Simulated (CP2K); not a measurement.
## Hf: equation of state with PBEsol

The system is Hf.

```
Hf
1.0
     3.19670    0.00000    0.00000
    -1.59835    2.76842    0.00000
     0.00000    0.00000    5.05780
Hf
2
Cartesian
  1.5984 0.9228 3.7934
  0.0000 1.8456 1.2645
```

```json
{
 "Program": "CP2K 2026.2",
 "Task": "equation of state",
 "Functional": "PBEsol",
 "Potentials or basis": "POTENTIAL_UZH Hf GTH-PBE-q12; TZVP-MOLOPT-PBE-GTH basis",
 "Density cutoff": "6123 eV",
 "k mesh": "10 × 10 × 5",
 "Occupations": "fermi-dirac, width 0.05 eV",
 "Spin": "no spin polarisation",
 "SCF solver": "diagonalisation with k points",
 "Quickstep method": "GPW",
 "EPS_DEFAULT": "1.0E-10",
 "EPS_SCF": "1.0E-6",
 "MAX_SCF": "100",
 "SCF_GUESS": "ATOMIC",
 "k points reduced by the point group": "yes",
 "Mesh centred on Gamma": "yes",
 "CHOLESKY": "OFF",
 "EPS_EIGVAL": "1.0E-7",
 "MIXING METHOD": "BROYDEN_MIXING",
 "MIXING ALPHA": "0.4",
 "NBUFFER": "8",
 "NGRIDS": "4",
 "Basis sets": "Hf TZVP-MOLOPT-PBE-GTH-q12",
 "Potentials": "Hf GTH-PBE-q12 of POTENTIAL_UZH",
 "ADDED_MOS": "[16]",
 "REL_CUTOFF (Ry)": "60 Ry",
 "MIXING BETA (1/bohr)": "1.5 1/bohr",
 "CUTOFF of the grids": "450 Ry"
}
```

- Equilibrium volume: 21.79 Å³/atom
- Bulk modulus at fixed shape and positions: 111 GPa
- Pressure derivative of the bulk modulus: 3.0 (rough: it moves with the points fitted)

Energy against volume, from the lowest point:
```tsv
volume (Å³/atom)	energy (meV/atom)
21.037	9.04
21.485	1.40
21.933	0.00
22.380	5.13
22.828	15.99
23.276	32.07
23.723	52.88
```

All runs of the series together: 6.5 min on 1 thread of Arm Neoverse V1 (shared host).

Caveat: the cell was scaled at fixed shape and fractional positions, which overstates the stiffness of a crystal with free parameters, most of all of layers and chains; the potentials were made for another functional, which shifts forces and pressure; the basis of atomic orbitals isn't converged, which shifts pressures, moduli and gaps. Spin-orbit coupling is left out, which matters for the levels of Hf.
